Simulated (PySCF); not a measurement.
NMR data simulated for an unnamed compound:

¹H NMR (400 MHz, computed): δ 7.67 (m, 2H), 7.44 (m, 2H), 7.42 (m, 1H), 3.19 (s, 1H).

¹³C{¹H} NMR (computed): δ 139.7 (CH), 134.0 (CH), 133.4 (CH), 127.4 (C), 87.1 (C), 87.0 (CH).

Non-relativistic Hamiltonian, a single conformation, one averaged value for each set of equivalent atoms, no solvent model. Geometry: PBE0-D3(BJ)/def2-SVP; spin–spin couplings from B3LYP/pcJ-1 (without the spin–dipole term); σ from GIAO-PBE0/pcSseg-1; PySCF 2.14.0 with density-fitted response routines.

Scale: ¹H (σref 31.27), ¹³C (σref 184.41) vs TMS (reference shieldings calculated alike).

**Question.** Which of these does the molecule contain: a non-aromatic C=C double bond, a Si–CH3 group, a tert-butyl group, a C≡C triple bond, a benzene ring?

**Answer.** 
- A non-aromatic C=C double bond: no.
- A Si–CH3 group: no.
- A tert-butyl group: no.
- A C≡C triple bond: yes (δC 87.0, 87.1; δH 3.19 (s)).
- A benzene ring: yes.

The data belong to phenylacetylene (SMILES C#Cc1ccccc1); they needn't prove each group on their own.

Carbon signals by region: 4 in the sp2 and nitrile region (100–160 ppm), 2 at 50–100 ppm.

Splittings below 1 Hz are ignored in the labels, and close J values are merged. Couplings among chemically equivalent protons are left out too, so labels in AA′BB′ or AA′XX′ sets are apparent multiplicities. Unscaled 3J(H,H) at this level run about 9 % above measured values. Shifts are as computed. Against solution values, carbons near 30 ppm lie about +2 ppm off and those near 130 ppm about +4 ppm. Of 246 compounds with measured shifts, 49 miss one by over three times the rms of a fit or turn the order of signals round; such compounds aren't used in these exercises.
